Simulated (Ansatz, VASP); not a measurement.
## One calculation of SrCl2, two programs

Contents of INCAR:

```
SYSTEM = SrCl2
ALGO = Normal
EDIFF = 1E-6
ENCUT = 520
GGA = PS
ISIF = 2
ISMEAR = 0
LASPH = .True.
LCHARG = .False.
LREAL = .False.
LWAVE = .False.
NBANDS = 19
NELM = 80
PREC = Accurate
SIGMA = 0.05
```

The input KPOINTS:

```
k-points
0
Gamma
  6 6 6
  0 0 0
```

Contents of POSCAR:

```
SrCl2
1.0
   -0.1307062500      3.4855000000      3.4855000000
    3.3547937500      0.0000000000      3.3547937500
    3.4855000000      3.4855000000     -0.1307062500
Sr Cl
1 2
Direct
    0.0000000000      0.0000000000      0.0000000000
    0.2500000000      0.2500000000      0.2500000000
    0.7500000000      0.7500000000      0.7500000000
```

Input for Ansatz:

```yaml
crystal:
  lattice:
    - [-0.13070625, 3.4855, 3.4855]
    - [3.35479375, 0.0, 3.35479375]
    - [3.4855, 3.4855, -0.13070625]
  atoms:
    - { symbol: Sr, position: [0.0, 0.0, 0.0] }
    - { symbol: Cl, position: [0.25, 0.25, 0.25] }
    - { symbol: Cl, position: [0.75, 0.75, 0.75] }
basis:
  ecutwfc: 420
kpoints:
  mp_grid: { grid: [6, 6, 6] }
hamiltonian:
  xc: pbesol
scf:
  occupations: { method: gaussian, width: 0.05 }
output:
  forces: true
  stress: true
  eigenvalues: true
```

Change from the starting cell: strain -0.0750 x Voigt [0, 0, 0, 0, 1, 0], atoms carried along.

Alike in both runs: task single point; functional PBEsol; k mesh 6 × 6 × 6; occupations gaussian, width 0.05 eV; no spin polarisation.

```csv
,VASP,Ansatz
version,VASP 6.6.1,Ansatz 0.2.0
potentials or method,"VASP PAW PBE potentials, release 64 (Sr_sv, Cl)","scalar-relativistic, plane waves, PAW"
plane-wave cutoff (eV),520,420
valence electrons in the cell,24,24
```

|  | VASP | Ansatz | Ansatz less VASP |
| --- | --- | --- | --- |
| gap on the k mesh at the Fermi level (eV) | 5.15 | 5.16 | +0.010 |
| least direct gap on the mesh (eV) | 5.38 | 5.38 | +0.003 |
| pressure (GPa) | -0.6 | -0.7 | -0.13 |
| largest component of the traceless stress (GPa) | 1.08 | 1.04 | -0.037 |
| rms of the force components (eV/Å) | 0.080 | 0.076 | -0.0040 |

Atom by atom the forces differ by 0.004 eV/Å (rms over components).

Caveats: the PAW data sets were made with another functional, which shifts forces and pressure a little (VASP). A k mesh can miss the band edges.
